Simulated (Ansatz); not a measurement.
# The perfect (6,0) SiC nanotube

Aim: is the (6,0) SiC nanotube a metal or a semiconductor?

Method: DFT PBE, plane waves, PAW; relaxation of a wire's period, in the first sound run; inputs show where later runs differ, in Ansatz 0.2.0.

Most raw output is cut from this account.

### 1. The structure

The cell holds 24 atoms: 12 Si and 12 C. Its edges and angles: a = 12.721 Å, b = 12.721 Å, c = 5.370 Å, α = 90.0°, β = 90.0°, γ = 90.0°. Vacuum lies along a and b. The structure's axis is c.

### 2. Relaxing the period

Band widths follow the bond lengths, so the wire is relaxed first. The atoms and the third cell vector are free; the box across stays fixed as vacuum. A Fermi-Dirac smearing is set since the result may be a metal. The pressure printed is a third of the stress's trace over the whole box, vacuum included; only the stress along the axis is relaxed.

File input.yaml:

```yaml
crystal:
  lattice:
    - [12.721, 0.0, 0.0]
    - [0.0, 12.721, 0.0]
    - [0.0, 0.0, 5.37]
  atoms:
    - { symbol: Si, position: [0.732746823, 0.500010704, 0.0] }
    - { symbol: C, position: [0.267274585, 0.500010704, 0.333333333] }
    - { symbol: C, position: [0.383642645, 0.701566096, 0.333333333] }
    - { symbol: C, position: [0.383642645, 0.298455313, 0.333333333] }
    - { symbol: C, position: [0.616378764, 0.701566096, 0.333333333] }
    - { symbol: C, position: [0.616378764, 0.298455313, 0.333333333] }
    - { symbol: C, position: [0.732746823, 0.500010704, 0.333333333] }
    - { symbol: Si, position: [0.298455313, 0.616378764, 0.5] }
    - { symbol: Si, position: [0.298455313, 0.383642645, 0.5] }
    - { symbol: Si, position: [0.500010704, 0.732746823, 0.5] }
    - { symbol: Si, position: [0.500010704, 0.267274585, 0.5] }
    - { symbol: Si, position: [0.701566096, 0.616378764, 0.5] }
    - { symbol: Si, position: [0.701566096, 0.383642645, 0.5] }
    - { symbol: C, position: [0.298455313, 0.616378764, 0.833333333] }
    - { symbol: C, position: [0.298455313, 0.383642645, 0.833333333] }
    - { symbol: C, position: [0.500010704, 0.732746823, 0.833333333] }
    - { symbol: C, position: [0.500010704, 0.267274585, 0.833333333] }
    - { symbol: C, position: [0.701566096, 0.616378764, 0.833333333] }
    - { symbol: C, position: [0.701566096, 0.383642645, 0.833333333] }
    - { symbol: Si, position: [0.267274585, 0.500010704, 0.0] }
    - { symbol: Si, position: [0.383642645, 0.701566096, 0.0] }
    - { symbol: Si, position: [0.383642645, 0.298455313, 0.0] }
    - { symbol: Si, position: [0.616378764, 0.701566096, 0.0] }
    - { symbol: Si, position: [0.616378764, 0.298455313, 0.0] }
kpoints:
  mp_grid: { grid: [1, 1, 15] }
scf:
  occupations: { method: fermi_dirac, width: 0.05 }
hamiltonian:
  xc: pbe
relax:
  cell: { fix: [a, b, alpha, beta, gamma] }
  max_steps: 45
  f_tol: 0.03
```

Started as:

```
$ ansatz run input.yaml --threads 4 --pin off --max-ram 16384MiB --backend cpu --events-out ev --progress --plain --runs-dir out
```

Elapsed: 63 s, on 4 threads of Arm Neoverse V1, shared host; peak memory 1.6 GiB; 3.9 min of CPU time.

The steps of the relaxation:

```tsv
step	energy less that of the first step (eV)	largest force component (eV/Å)	pressure (GPa)	volume (Å³)
1	0.0000	1.0449	1.34	868.99
2	-0.8115	0.2016	0.24	864.08
3	-0.8464	0.0408	0.00	860.86
4	-0.8467	0.0133	0.00	861.25
5*	-0.8432	0.0134	-0.01	861.25
```

Relaxation steps marked * repeat the geometry before them on a plane-wave basis chosen anew for their cell, so energy and pressure can jump there.

The run keeps the 8 symmetry operations that it works with, so distortions that break them were not tested.

```tsv
cell as run	before	after	change
c (Å)	5.370	5.322	-0.9 %
```

The atoms that moved most (Å, along periodic axes as changes of fractional coordinates times the final cell, across vacuum about the mean position):

```tsv
atom	dx	dy	dz	length
C4	-0.064	-0.112	0.004	0.129
C15	-0.112	-0.064	0.004	0.129
C14	-0.112	0.064	0.004	0.129
C6	0.064	-0.112	0.004	0.129
C3	-0.064	0.112	0.004	0.129
C19	0.112	-0.064	0.004	0.129
C18	0.112	0.064	0.004	0.129
C5	0.064	0.112	0.004	0.129
```

This step gave:

```yaml
energy_at_zero_smearing: -10629.6194 eV
cell_length_along_the_wire: 5.322 Å
```

The cell's length comes to 5.322 Å with spin left out.

### 3. The wire at its relaxed period

This step: DFT PBE, plane waves, PAW; bands of a perfect wire (Ansatz 0.2.0).

At the relaxed period the bands are computed along the axis; those that cross an energy going forward count the channels that a perfect wire would open there.

File input.yaml:

```yaml
crystal:
  lattice:
    - [12.721, 0.0, 0.0]
    - [0.0, 12.721, 0.0]
    - [0.0, 0.0, 5.3221225351]
  atoms:
    - { symbol: Si, position: [0.731569794, 0.500010704, 0.999286143] }
    - { symbol: C, position: [0.257232994, 0.500010704, 0.334039334] }
    - { symbol: C, position: [0.37857723, 0.71033253, 0.334053661] }
    - { symbol: C, position: [0.37857723, 0.289688878, 0.334053661] }
    - { symbol: C, position: [0.621444178, 0.71033253, 0.334053661] }
    - { symbol: C, position: [0.621444178, 0.289688878, 0.334053661] }
    - { symbol: C, position: [0.742788415, 0.500010704, 0.334039334] }
    - { symbol: Si, position: [0.29938573, 0.615851118, 0.4992836] }
    - { symbol: Si, position: [0.29938573, 0.38417029, 0.4992836] }
    - { symbol: Si, position: [0.500010704, 0.731569794, 0.499286143] }
    - { symbol: Si, position: [0.500010704, 0.268451615, 0.499286143] }
    - { symbol: Si, position: [0.700635678, 0.615851118, 0.4992836] }
    - { symbol: Si, position: [0.700635678, 0.38417029, 0.4992836] }
    - { symbol: C, position: [0.289688878, 0.621444178, 0.834053661] }
    - { symbol: C, position: [0.289688878, 0.37857723, 0.834053661] }
    - { symbol: C, position: [0.500010704, 0.742788415, 0.834039334] }
    - { symbol: C, position: [0.500010704, 0.257232994, 0.834039334] }
    - { symbol: C, position: [0.71033253, 0.621444178, 0.834053661] }
    - { symbol: C, position: [0.71033253, 0.37857723, 0.834053661] }
    - { symbol: Si, position: [0.268451615, 0.500010704, 0.999286143] }
    - { symbol: Si, position: [0.38417029, 0.700635678, 0.9992836] }
    - { symbol: Si, position: [0.38417029, 0.29938573, 0.9992836] }
    - { symbol: Si, position: [0.615851118, 0.700635678, 0.9992836] }
    - { symbol: Si, position: [0.615851118, 0.29938573, 0.9992836] }
kpoints:
  mp_grid: { grid: [1, 1, 16] }
  band_path: { path: ["Γ", Z], npoints: 90 }
scf:
  occupations: { method: fermi_dirac, width: 0.05 }
hamiltonian:
  xc: pbe
output:
  dos: { e_range: [-5, 4] }
  write_potential: true
  write_density: true
  volumetric_format: npy
```

The job ended after 2.4 min (4 threads; peak memory 3.7 GiB; 9.6 min of CPU time).

This step gave:

```
energy at zero smearing : -10629.6191 eV
band gap                : 0.7227 eV
```

The electronic bands at the labelled points (eV, zero at the Fermi level; v1 is the highest filled band, c1 the lowest empty one):

```tsv
point	v4	v3	v2	v1	c1	c2	c3	c4
Γ	-1.00	-1.00	-0.39	-0.38	0.34	1.37	1.37	2.05
halfway	-0.93	-0.93	-0.87	-0.87	1.02	2.09	2.09	2.44
Z	-1.69	-1.69	-0.84	-0.84	2.10	2.10	2.52	2.52
```

The gap is 0.723 eV, with spin left out.

On this path the gap is direct, 0.72 eV, with the valence top at Γ and the conduction bottom at Γ.

### 4. At a strained period, period over the relaxed period 0.96, k-mesh 1×1×12

This step: DFT PBE, plane waves, PAW; relaxation at a fixed period (Ansatz 0.2.0).

The period is set to 0.96 times the relaxed one and the atoms relax within it: strain changes bond lengths and angles, which shifts the bands against each other. Against the first PBE run of this kind, the mesh along the wire has 12 points against 16.

The cell differs from the one that the last finished run ended in (c 5.322 → 5.109 Å).

input.yaml, as its differences from that of step 3:

```diff
@@ -4,3 +4,3 @@
     - [0.0, 12.721, 0.0]
-    - [0.0, 0.0, 5.3221225351]
+    - [0.0, 0.0, 5.1092376337]
   atoms:
@@ -31,3 +31,3 @@
 kpoints:
-  mp_grid: { grid: [1, 1, 16] }
+  mp_grid: { grid: [1, 1, 12] }
   band_path: { path: ["Γ", Z], npoints: 90 }
@@ -37,6 +37,6 @@
   xc: pbe
+relax:
+  max_steps: 40
+  f_tol: 0.02
 output:
-  dos: { e_range: [-5, 4] }
-  write_potential: true
-  write_density: true
-  volumetric_format: npy
+  stress: true
```

The job ended after 2.6 min (4 threads; peak memory 3.6 GiB; 10 min of CPU time).

The steps of the relaxation:

```tsv
step	energy less that of the first step (eV)	largest force component (eV/Å)
1	0.0000	0.9825
2	-0.2064	0.5791
3	-0.3012	0.0325
4	-0.3018	0.0112
```

The run keeps the 8 symmetry operations that it works with, so distortions that break them were not tested.

The atoms that moved most (Å):

```tsv
atom	dx	dy	dz	length
C18	0.049	0.028	0.018	0.059
C5	0.028	0.049	0.018	0.059
C19	0.049	-0.028	0.018	0.059
C3	-0.028	0.049	0.018	0.059
C14	-0.049	0.028	0.018	0.059
C6	0.028	-0.049	0.018	0.059
C15	-0.049	-0.028	0.018	0.059
C4	-0.028	-0.049	0.018	0.059
```

The relaxed structure:

```xyz
24
Lattice="12.7210 0.0000 0.0000 0.0000 12.7210 0.0000 0.0000 0.0000 5.1092" Properties=species:S:1:pos:R:3
Si    9.3402    6.3606    5.0875
C     3.2163    6.3606    1.7247
C     4.7879    9.0848    1.7247
C     4.7879    3.6365    1.7247
C     7.9334    9.0848    1.7247
C     7.9334    3.6365    1.7247
C     9.5050    6.3606    1.7247
Si    3.7801    7.8507    2.5330
Si    3.7801    4.8706    2.5330
Si    6.3606    9.3402    2.5329
Si    6.3606    3.3811    2.5329
Si    8.9412    7.8507    2.5330
Si    8.9412    4.8706    2.5330
C     3.6365    7.9334    4.2793
C     3.6365    4.7879    4.2793
C     6.3606    9.5050    4.2793
C     6.3606    3.2163    4.2793
C     9.0848    7.9334    4.2793
C     9.0848    4.7879    4.2793
Si    3.3811    6.3606    5.0875
Si    4.8706    8.9412    5.0876
Si    4.8706    3.7801    5.0876
Si    7.8507    8.9412    5.0876
Si    7.8507    3.7801    5.0876
```

Numbers from this step:

| Quantity | Value |
| --- | --- |
| band gap | 0.8523 eV |

Electronic bands along the path, in eV, zero at the Fermi level; v1 is the highest filled band, c1 the lowest empty one:

```tsv
point	v4	v3	v2	v1	c1	c2	c3	c4
Γ	-1.01	-1.01	-0.45	-0.44	0.41	1.45	1.45	2.03
halfway	-1.09	-1.09	-0.93	-0.93	0.94	2.06	2.06	2.41
Z	-1.78	-1.78	-0.98	-0.98	2.02	2.02	2.56	2.56
```

The gap is 0.852 eV, against 0.723 eV under PBE at the relaxed period.

### 5. At a strained period, period over the relaxed period 0.98, k-mesh 1×1×12

The period is set to 0.98 times the relaxed one and the atoms relax within it: strain changes bond lengths and angles, which shifts the bands against each other. Against the first PBE run of this kind, the mesh along the wire has 12 points against 16.

The cell differs from the one that the last finished run ended in (c 5.109 → 5.216 Å).

input.yaml, as its differences from that of step 4:

```diff
@@ -4,3 +4,3 @@
     - [0.0, 12.721, 0.0]
-    - [0.0, 0.0, 5.1092376337]
+    - [0.0, 0.0, 5.2156800844]
   atoms:
```

Run time: 2.6 min. Hardware: 4 threads; peak memory 3.7 GiB.

Relaxation path:

```tsv
step	energy less that of the first step (eV)	largest force component (eV/Å)
1	0.0000	0.4101
2	-0.0439	0.2414
3	-0.0621	0.0080
4	-0.0621	0.0081
```

The run keeps the 8 symmetry operations that it works with, so distortions that break them were not tested.

The atoms that moved most (Å):

```tsv
atom	dx	dy	dz	length
C5	0.013	0.022	0.008	0.027
C18	0.022	0.013	0.008	0.027
C19	0.022	-0.013	0.008	0.027
C3	-0.013	0.022	0.008	0.027
C6	0.013	-0.022	0.008	0.027
C14	-0.022	0.013	0.008	0.027
C15	-0.022	-0.013	0.008	0.027
C4	-0.013	-0.022	0.008	0.027
```

Final coordinates:

```xyz
24
Lattice="12.7210 0.0000 0.0000 0.0000 12.7210 0.0000 0.0000 0.0000 5.2157" Properties=species:S:1:pos:R:3
Si    9.3225    6.3606    5.2035
C     3.2471    6.3606    1.7506
C     4.8033    9.0580    1.7508
C     4.8033    3.6633    1.7508
C     7.9180    9.0580    1.7508
C     7.9180    3.6633    1.7508
C     9.4742    6.3606    1.7506
Si    3.7946    7.8423    2.5957
Si    3.7946    4.8790    2.5957
Si    6.3606    9.3225    2.5957
Si    6.3606    3.3988    2.5957
Si    8.9267    7.8423    2.5957
Si    8.9267    4.8790    2.5957
C     3.6633    7.9180    4.3586
C     3.6633    4.8033    4.3586
C     6.3606    9.4742    4.3585
C     6.3606    3.2471    4.3585
C     9.0580    7.9180    4.3586
C     9.0580    4.8033    4.3586
Si    3.3988    6.3606    5.2035
Si    4.8790    8.9267    5.2035
Si    4.8790    3.7946    5.2035
Si    7.8423    8.9267    5.2035
Si    7.8423    3.7946    5.2035
```

The gap is 0.790 eV, against 0.723 eV under PBE at the relaxed period.

### 6. At a strained period, period over the relaxed period 1.02, k-mesh 1×1×12

The period is set to 1.02 times the relaxed one and the atoms relax within it: strain changes bond lengths and angles, which shifts the bands against each other. Against the first PBE run of this kind, the mesh along the wire has 12 points against 16.

The cell differs from the one that the last finished run ended in (c 5.216 → 5.429 Å).

input.yaml, as its differences from that of step 5:

```diff
@@ -4,3 +4,3 @@
     - [0.0, 12.721, 0.0]
-    - [0.0, 0.0, 5.2156800844]
+    - [0.0, 0.0, 5.4285649858]
   atoms:
```

The job ended after 2.7 min (4 threads; peak memory 3.8 GiB; 11 min of CPU time).

Step by step:

```tsv
step	energy less that of the first step (eV)	largest force component (eV/Å)
1	0.0000	0.3072
2	-0.0345	0.1808
3	-0.0461	0.0060
4	-0.0461	0.0060
```

The run keeps the 8 symmetry operations that it works with, so distortions that break them were not tested.

The atoms that moved most (Å):

```tsv
atom	dx	dy	dz	length
C7	-0.024	0.000	-0.008	0.025
C16	0.000	-0.024	-0.008	0.025
C2	0.024	0.000	-0.008	0.025
C17	0.000	0.024	-0.008	0.025
C4	0.012	0.021	-0.008	0.025
C15	0.021	0.012	-0.008	0.025
C6	-0.012	0.021	-0.008	0.025
C14	0.021	-0.012	-0.008	0.025
```

The relaxed structure:

```xyz
24
Lattice="12.7210 0.0000 0.0000 0.0000 12.7210 0.0000 0.0000 0.0000 5.4286" Properties=species:S:1:pos:R:3
Si    9.2921    6.3606    5.4324
C     3.2962    6.3606    1.8056
C     4.8278    9.0154    1.8057
C     4.8278    3.7059    1.8057
C     7.8934    9.0154    1.8057
C     7.8934    3.7059    1.8057
C     9.4250    6.3606    1.8056
Si    3.8206    7.8272    2.7181
Si    3.8206    4.8940    2.7181
Si    6.3606    9.2921    2.7181
Si    6.3606    3.4292    2.7181
Si    8.9006    7.8272    2.7181
Si    8.9006    4.8940    2.7181
C     3.7059    7.8934    4.5200
C     3.7059    4.8278    4.5200
C     6.3606    9.4250    4.5199
C     6.3606    3.2962    4.5199
C     9.0154    7.8934    4.5200
C     9.0154    4.8278    4.5200
Si    3.4292    6.3606    5.4324
Si    4.8940    8.9006    5.4324
Si    4.8940    3.8206    5.4324
Si    7.8272    8.9006    5.4324
Si    7.8272    3.8206    5.4324
```

Electronic bands along the path, in eV, zero at the Fermi level; v1 is the highest filled band, c1 the lowest empty one:

```tsv
point	v4	v3	v2	v1	c1	c2	c3	c4
Γ	-0.91	-0.91	-0.35	-0.35	0.30	1.33	1.33	2.04
halfway	-0.84	-0.84	-0.83	-0.83	1.03	2.08	2.08	2.45
Z	-1.63	-1.63	-0.76	-0.76	2.13	2.13	2.46	2.46
```

The gap is 0.649 eV, against 0.723 eV under PBE at the relaxed period.

### 7. Strain along the wire, period over the relaxed period 1.04, k-mesh 1×1×11

The period is set to 1.04 times the relaxed one and the atoms relax within it: strain changes bond lengths and angles, which shifts the bands against each other. Against the first PBE run of this kind, the mesh along the wire has 11 points against 16.

The cell differs from the one that the last finished run ended in (c 5.429 → 5.535 Å).

input.yaml, as its differences from that of step 6:

```diff
@@ -4,3 +4,3 @@
     - [0.0, 12.721, 0.0]
-    - [0.0, 0.0, 5.4285649858]
+    - [0.0, 0.0, 5.5350074365]
   atoms:
@@ -31,3 +31,3 @@
 kpoints:
-  mp_grid: { grid: [1, 1, 12] }
+  mp_grid: { grid: [1, 1, 11] }
   band_path: { path: ["Γ", Z], npoints: 90 }
```

Run time: 2.7 min. Hardware: 4 threads; peak memory 3.9 GiB.

Relaxation path:

```tsv
step	energy less that of the first step (eV)	largest force component (eV/Å)
1	0.0000	0.4930
2	-0.1135	0.2872
3	-0.1461	0.0256
4	-0.1463	0.0043
```

Forces are held to the 8 operations that the run works with; a distortion that breaks them can't arise in this run.

The atoms that moved most (Å):

```tsv
atom	dx	dy	dz	length
C7	-0.044	0.000	-0.014	0.046
C16	0.000	-0.044	-0.014	0.046
C2	0.044	0.000	-0.014	0.046
C17	0.000	0.044	-0.014	0.046
C4	0.022	0.038	-0.014	0.046
C15	0.038	0.022	-0.014	0.046
C6	-0.022	0.038	-0.014	0.046
C14	0.038	-0.022	-0.014	0.046
```

The relaxed structure:

```xyz
24
Lattice="12.7210 0.0000 0.0000 0.0000 12.7210 0.0000 0.0000 0.0000 5.5350" Properties=species:S:1:pos:R:3
Si    9.2815    6.3606    5.5451
C     3.3163    6.3606    1.8348
C     4.8379    8.9981    1.8348
C     4.8379    3.7232    1.8348
C     7.8833    8.9981    1.8348
C     7.8833    3.7232    1.8348
C     9.4050    6.3606    1.8348
Si    3.8311    7.8213    2.7778
Si    3.8311    4.9000    2.7778
Si    6.3606    9.2815    2.7776
Si    6.3606    3.4398    2.7776
Si    8.8902    7.8213    2.7778
Si    8.8902    4.9000    2.7778
C     3.7232    7.8833    4.6023
C     3.7232    4.8379    4.6023
C     6.3606    9.4050    4.6023
C     6.3606    3.3163    4.6023
C     8.9981    7.8833    4.6023
C     8.9981    4.8379    4.6023
Si    3.4398    6.3606    5.5451
Si    4.9000    8.8902    5.5453
Si    4.9000    3.8311    5.5453
Si    7.8213    8.8902    5.5453
Si    7.8213    3.8311    5.5453
```

Electronic bands along the path, in eV, zero at the Fermi level; v1 is the highest filled band, c1 the lowest empty one:

```tsv
point	v4	v3	v2	v1	c1	c2	c3	c4
Γ	-0.81	-0.81	-0.32	-0.31	0.26	1.29	1.29	1.99
halfway	-0.79	-0.79	-0.75	-0.75	1.03	2.06	2.06	2.43
Z	-1.57	-1.57	-0.68	-0.68	2.15	2.15	2.38	2.38
```

The gap is 0.575 eV, against 0.723 eV under PBE at the relaxed period.

### 8. Strain along the wire, period over the relaxed period 1.06, k-mesh 1×1×11

The period is set to 1.06 times the relaxed one and the atoms relax within it: strain changes bond lengths and angles, which shifts the bands against each other. Against the first PBE run of this kind, the mesh along the wire has 11 points against 16.

The cell differs from the one that the last finished run ended in (c 5.535 → 5.641 Å).

input.yaml, as its differences from that of step 7:

```diff
@@ -4,3 +4,3 @@
     - [0.0, 12.721, 0.0]
-    - [0.0, 0.0, 5.5350074365]
+    - [0.0, 0.0, 5.6414498872]
   atoms:
```

Run time: 2.7 min. Hardware: 4 threads; peak memory 4 GiB.

The gap is 0.505 eV, against 0.723 eV under PBE at the relaxed period.

### 9. The series together

Times are for 4 threads of Arm Neoverse V1, shared host. The series side by side:

```tsv
no.	period over the relaxed period	k-mesh	free energy less the lowest (eV)	pressure (GPa)	band gap (eV)	time	memory (GiB)
1	0.96	1×1×12	0.5478	2.244	0.8523	2.6 min	3.6
2	0.98	1×1×12	0.001786	1.140	0.7902	2.6 min	3.7
3	1.02	1×1×12	0	-1.099	0.6493	2.7 min	3.8
4	1.04	1×1×11	0.5296	-2.178	0.5750	2.7 min	3.9
5	1.06	1×1×11	1.394	-3.190	0.5048	2.7 min	4.0
```

### 10. Summary of results

* cell length, PBE: 5.322 Å
* gap, PBE: 0.723 eV
* gap, period scaled by 0.96: 0.852 eV
* gap, period scaled by 0.98: 0.790 eV
* gap, period scaled by 1.02: 0.649 eV
* gap, period scaled by 1.04: 0.575 eV
* gap, period scaled by 1.06: 0.505 eV

Under PBE the cell's length is 5.32 Å, and a gap of 0.72 eV makes it a semiconductor. Strain matters: under PBE the gap goes from 0.72 eV to 0.852 eV at 0.96 times the period, 0.790 eV at 0.98 times the period, 0.649 eV at 1.02 times the period, 0.575 eV at 1.04 times the period and 0.505 eV at 1.06 times the period.

[Logs are printed without paths, hosts, clocks, repeated set-up lines and the standing remarks that a program may print on its own settings, such as how far it seeks lower states.]

[Hosts, paths, dates, database ids (printed as entryN), source tags and the programs' standing remarks are cut or masked in the printed files.]
